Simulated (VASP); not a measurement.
# SnSe in VASP: further runs, part 2 of 2

VASP 6.6.1.

### Step 4. Single point, PBE

This run uses another cell than the first one, of 58.80 Å³/atom, 0.865 times its volume.

File INCAR:

```
SYSTEM = SnSe
ALGO     = Normal         ! electronic algorithm
DIPOL    = 0.5 0.5 0.500
EDIFF    = 1E-7           ! SCF threshold, eV
ENCUT    = 400            ! plane-wave cutoff, eV
GGA      = PE             ! functional
IDIPOL   = 3            
ISIF     = 2              ! what is computed and relaxed
ISMEAR   = 0              ! smearing method
LASPH    = .TRUE.         ! aspherical terms in the spheres
LCHARG   = .FALSE.        ! write CHGCAR
LDIPOL   = .TRUE.       
LREAL    = .FALSE.        ! projectors in reciprocal space
LVACPOTAV= .TRUE.       
LVHAR    = .TRUE.       
LWAVE    = .FALSE.        ! write WAVECAR
NBANDS   = 32             ! bands
NELM     = 120            ! most SCF steps
PREC     = Accurate       ! precision mode
SIGMA    = 0.05           ! smearing width, eV
```

File KPOINTS:

```
k-points
0
G
  5 5 1
  0 0 0
```

File POSCAR:

```
SnSe
1.0
    4.2853274200      0.0000000000      0.0000000000
    0.0000000000      4.2853274200      0.0000000000
    0.0000000000      0.0000000000     12.8085810303
Sn Se
2 2
Direct
    0.5000000000      0.0000000000      0.3903633032
    0.0000000000      0.5000000000      0.6096366968
    0.0000000000      0.5000000000      0.4004296958
    0.5000000000      0.0000000000      0.5995703042
```

Potentials or basis: VASP PAW PBE potentials, release 64 (Sn_d, Se).

Command:

```sh
$ cat potpaw_PBE.64/Sn_d/POTCAR potpaw_PBE.64/Se/POTCAR > POTCAR
$ mpirun -np 1 vasp_std > vasp.out
```

OUTCAR:

```text
SYSTEM = SnSe
   EDIFF = 1E-7
   ENCUT = 400
   GGA = PE
   ISIF = 2
   ISMEAR = 0
   LASPH = .TRUE.
   LREAL = .FALSE.
   NELM = 120
   PREC = Accurate

 Found      6 irreducible k-points:

 Following reciprocal coordinates:
            Coordinates               Weight
  0.000000  0.000000  0.000000      1.000000
  0.200000  0.000000  0.000000      4.000000
  0.400000  0.000000  0.000000      4.000000
  0.200000  0.200000  0.000000      4.000000
  0.400000  0.200000  0.000000      8.000000
  0.400000  0.400000  0.000000      4.000000
   k-points           NKPTS =      6   k-points in BZ     NKDIM =      6   number of bands    NBANDS=     32
   number of dos      NEDOS =    301   number of ions     NIONS =      4
   total plane-waves  NPLWV =  65856
   dimension x,y,z NGX =    28 NGY =   28 NGZ =   84
   dimension x,y,z NGXF=    56 NGYF=   56 NGZF=  168
   ions per type =               2   2
   NGX,Y,Z   is equivalent  to a cutoff of  10.86, 10.86, 10.90 a.u.
   NGXF,Y,Z  is equivalent  to a cutoff of  21.72, 21.72, 21.81 a.u.
 SYSTEM =  SnSe
   PREC   = accura    normal or accurate (medium, high low for compatibility)
   ISTART =      0    job   : 0-new  1-cont  2-samecut
   ICHARG =      2    charge: 1-file 2-atom 10-const
   ISPIN  =      1    spin polarized calculation?
   LNONCOLLINEAR =      F non collinear calculations
   LSORBIT =      F    spin-orbit coupling
   LASPH  =      T    aspherical Exc in radial PAW
   ENCUT  =  400.0 eV  29.40 Ry    5.42 a.u.   6.99  6.99 20.89*2*pi/ulx,y,z
   NELM   =    120;   NELMIN=  2; NELMDL= -5     # of ELM steps
   EDIFF  = 0.1E-06   stopping-criterion for ELM
   LREAL  =      F    real-space projection
   EDIFFG = 0.1E-05   stopping-criterion for IOM
   NSW    =      0    number of steps for IOM
   IBRION =     -1    ionic relax: 0-MD 1-quasi-New 2-CG
   NFREE  =      0    steps in history (QN), initial steepest desc. (CG)
   ISIF   =      2    stress and relaxation
   ISYM   =      2    0-nonsym 1-usesym 2-fastsym
   POTIM  = 0.5000    time-step for ionic-motion
   TEBEG  =    0.0;   TEEND  =   0.0 temperature during run
   PSTRESS=    0.0 pullay stress
   NELECT =      40.0000    total number of electrons
   NUPDOWN=      -1.0000    fix difference up-down
   EMIN   =  10.00;   EMAX   =-10.00  energy-range for DOS
   EFERMI =   0.00;   METHOD = LEGACY
   ISMEAR =     0;   SIGMA  =   0.05  broadening in eV -4-tet -1-fermi 0-gaus
   EFERMI_NEDOS =   21; number of points for ismear=-14 and -15
   IALGO  =     38    algorithm
   IMIX   =      4    mixing-type and parameters
     AMIX     =   0.40;   BMIX     =  1.00
     AMIX_MAG =   1.60;   BMIX_MAG =  1.00
  volume/ion in A,a.u.               =      58.80       396.83
  Fermi-wavevector in a.u.,A,eV,Ry     =   0.906996  1.713973 11.192709  0.822641
  Thomas-Fermi vector in A             =   2.030750
   LORBIT       =      0    0 simple, 1 ext, 2 COOP (PROOUT), +10 PAW based schemes
   GGA     = PE    functional components
   LHFCALC =     F    Hartree Fock is set to
   AEXX    =    0.0000 exact exchange contribution
   IVDW    =     0    specifies the selected vdW correction
   LEPSILON=     F    determine dielectric tensor
   LRPA    =     F    only Hartree local field effects (RPA)
 non-spin polarized calculation
 Gauss-broadening in eV      SIGMA  =   0.05
  energy-cutoff  :      400.00
  volume of cell :      235.22
 maximum number of plane-waves:      4290
 NGX is ok and might be reduce to    28
   NGX = 13   NGY = 13   NGZ = 41

 number of electron      40.0000019 magnetization

 dipolmoment           0.000000      0.000000     -0.000000 electrons x Angstroem

 Free energy of the ion-electron system (eV)
  ---------------------------------------------------
  ext. energy  EPLUGINS =         0.00000000
  ---------------------------------------------------
  free energy    TOTEN  =       -16.22864585 eV

  energy without entropy =      -16.22864585  energy(sigma->0) =      -16.22864585

 E-fermi :   0.3551     XC(G=0):  -5.2636

 val. band max:        0.1342286775   @ k =   0.4000   0.0000   0.0000
 cond. band min:       1.0470585688   @ k =   0.4000   0.0000   0.0000
 fundamental gap:      0.9128298913
 Fermi energy:         0.3551304582

 k-point     1 :       0.0000    0.0000    0.0000
  band No.  band energies     occupation
      1     -21.1922      2.00000
      2     -21.1868      2.00000
      3     -21.1830      2.00000
      4     -21.1762      2.00000
      5     -21.1679      2.00000
      6     -21.1401      2.00000
[... 199 lines left out ...]
     31       7.7434      0.00000
     32       7.8367      0.00000

------------------------ aborting loop because EDIFF is reached ----------------------------------------

  FORCE on cell =-STRESS in cart. coord.  units (eV):
  Direction    XX          YY          ZZ          XY          YZ          ZX
  --------------------------------------------------------------------------------------
  -------------------------------------------------------------------------------------
  Total        0.7434371      0.7434371      1.0532219      0.0000000      0.0000000      0.0000000
  in kB        5.0639073      5.0639073      7.1740008      0.0000000      0.0000000      0.0000000
  external PRESSURE =       5.7672718 kB  Pullay stress =       0.0000000 kB

 VOLUME and BASIS-vectors are now :
 -----------------------------------------------------------------------------
  energy-cutoff  :      400.00
  volume of cell :      235.22
      direct lattice vectors                 reciprocal lattice vectors
     4.285327420  0.000000000  0.000000000     0.233354398  0.000000000  0.000000000
     0.000000000  4.285327420  0.000000000     0.000000000  0.233354398  0.000000000
     0.000000000  0.000000000 12.808581030     0.000000000  0.000000000  0.078072661

 POSITION                                       TOTAL-FORCE (eV/Angst)
 -----------------------------------------------------------------------------------
      2.14266      0.00000      5.00000        -0.000000     -0.000000     -0.168288
      0.00000      2.14266      7.80858         0.000000     -0.000000      0.168288
      0.00000      2.14266      5.12894         0.000000     -0.000000     -0.245575
      2.14266      0.00000      7.67964         0.000000      0.000000      0.245575
 -----------------------------------------------------------------------------------
    total drift:                                0.000000      0.000000      0.000000

  FREE ENERGIE OF THE ION-ELECTRON SYSTEM (eV)
  ---------------------------------------------------
  free  energy   TOTEN  =       -16.2286458509 eV

  energy  without entropy=      -16.2286458509  energy(sigma->0) =      -16.22864585

 vacuum level on the upper side and lower side of the slab         4.409         4.409
```

OSZICAR:

```text
N       E                     dE             d eps       ncg     rms          rms(c)
DAV:   1     0.307875091690E+03    0.30788E+03   -0.16170E+04   408   0.102E+03
DAV:   2     0.242313790428E+02   -0.28364E+03   -0.27377E+03   408   0.287E+02
DAV:   3    -0.150960785263E+02   -0.39327E+02   -0.38801E+02   496   0.119E+02
DAV:   4    -0.167040559433E+02   -0.16080E+01   -0.16059E+01   432   0.268E+01
DAV:   5    -0.167512506281E+02   -0.47195E-01   -0.47194E-01   528   0.457E+00    0.454E+00
DAV:   6    -0.162622729343E+02    0.48898E+00   -0.10412E+00   512   0.461E+00    0.278E+00
DAV:   7    -0.162431144551E+02    0.19158E-01   -0.33035E-01   448   0.204E+00    0.122E+00
DAV:   8    -0.162334971781E+02    0.96173E-02   -0.33923E-02   440   0.107E+00    0.256E-01
DAV:   9    -0.162294782857E+02    0.40189E-02   -0.56200E-03   448   0.414E-01    0.117E-01
DAV:  10    -0.162266203399E+02    0.28579E-02   -0.22136E-03   432   0.173E-01    0.461E-02
DAV:  11    -0.162265562968E+02    0.64043E-04   -0.52010E-04   448   0.819E-02    0.565E-02
DAV:  12    -0.162279366313E+02   -0.13803E-02   -0.36986E-04   392   0.684E-02    0.261E-02
DAV:  13    -0.162283471481E+02   -0.41052E-03   -0.39717E-05   400   0.291E-02    0.195E-02
DAV:  14    -0.162285960435E+02   -0.24890E-03   -0.30704E-05   440   0.244E-02    0.408E-03
DAV:  15    -0.162286317040E+02   -0.35660E-04   -0.34301E-06   408   0.116E-02    0.190E-03
DAV:  16    -0.162286450101E+02   -0.13306E-04   -0.15982E-06   344   0.481E-03    0.150E-03
DAV:  17    -0.162286457572E+02   -0.74708E-06   -0.16120E-07   392   0.210E-03    0.519E-04
DAV:  18    -0.162286458509E+02   -0.93749E-07   -0.44948E-08   304   0.830E-04
   1 F= -.16228646E+02 E0= -.16228646E+02  d E =-.150489E-10
```

Run time: 41 s. Hardware: 1 thread of Intel Xeon Platinum 8259CL at 2.50GHz (Skylake/Cascade Lake), shared host; peak memory 0.24 GiB.

These settings aren't checked as converged: the numbers below hold their error.

What came out:

```yaml
Free_energy: -16.2286 eV
Largest_force: 0.246 eV/Å
Band_gap_on_the_k_mesh: 0.91 eV, direct
Ionisation_potential_of_the_upper_face: 4.27 eV
```

Caveat: spin-orbit coupling is left out, which moves the levels of the heavy elements.
